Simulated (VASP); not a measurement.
Crystal: CoO.

```
Co O
1.0
    -1.50800    1.50800    2.10725
     1.50800   -1.50800    2.10725
     1.50800    1.50800   -2.10725
Co O
1 1
Direct
  0.00000 0.00000 0.00000
  0.50000 0.50000 0.00000
```

Base run:

* Program: VASP 6.6.1
* Functional: PBE
* Potentials or basis: VASP PAW PBE potentials, release 64 (Co, O)
* Cutoff: 520 eV
* k mesh: 9 × 9 × 9
* Occupations: gaussian, width 0.05 eV
* Spin: collinear spin, random start
* Starting moments: [1.7, 0.0] μB
* Hubbard terms: Co d U = 4 eV

Its results: band gap on the k mesh none (metal or under the smearing width); pressure 0.1 GPa; net moment 3.00 μB per cell; site moments Co +2.77; O +0.23 μB.

Problem. The run is repeated on the same cell with these changes: hubbard terms from Co d U = 4 eV to none; moments at the start from [1.7, 0.0] to [1.8, 0.0]. What comes out?

Solution. Band gap on the k mesh none (metal or under the smearing width); pressure -1.1 GPa; net moment 2.85 μB per cell; site moments Co +2.52; O +0.28 μB.

Caveats: a cell with one magnetic atom can't hold antiferromagnetic order, which such compounds often take; semilocal functionals often make such compounds metallic where correlation or magnetic order opens a gap, which also shifts bond lengths (some runs).

Not every run made on this cell is shown here.
